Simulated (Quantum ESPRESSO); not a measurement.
# Ca and the effect of the dispersion correction

The cell as given:

Symmetry: Fm-3m, No. 225, cubic system. Conventional cell: a = 5.588 Å, b = 5.588 Å, c = 5.588 Å, α = 90.00°, β = 90.00°, γ = 90.00°. Ca (site symmetry m-3m) has 12 Ca at 3.95 Å as nearest neighbours.

Kept alike: task relaxation of cell and atoms; functional revPBE; k mesh 8 × 8 × 8; occupations fermi-dirac, width 0.05 eV; no spin polarisation. Program: Quantum ESPRESSO, PseudoDojo 0.4.1 SR PBE standard, cutoff 925 eV. The mesh is that of the run's cell of 1 atom. No spin-orbit coupling.

```csv
dispersion correction,volume (Å³/atom)
D2,38.051
D3(zero),44.057
D3(BJ),40.250
none,43.780
rVV10,42.587
```

The relaxations keep at least the cell's symmetry (Fm-3m). For a metal such a mesh leaves the last digits unconverged. Relaxations stop with a little pressure left, so the last digits of a volume or edge aren't settled. All rows use potentials made for PBE.

Task: What does the dispersion correction change here?

Result: The volume runs from 38.051 (D2) to 44.057 Å³/atom (D3(zero)). Against no correction: D2 -13.1 %; D3(zero) +0.6 %; D3(BJ) -8.1 %; rVV10 -2.7 %. A larger cell runs against the usual contraction; coefficients that follow the coordination can push outwards.
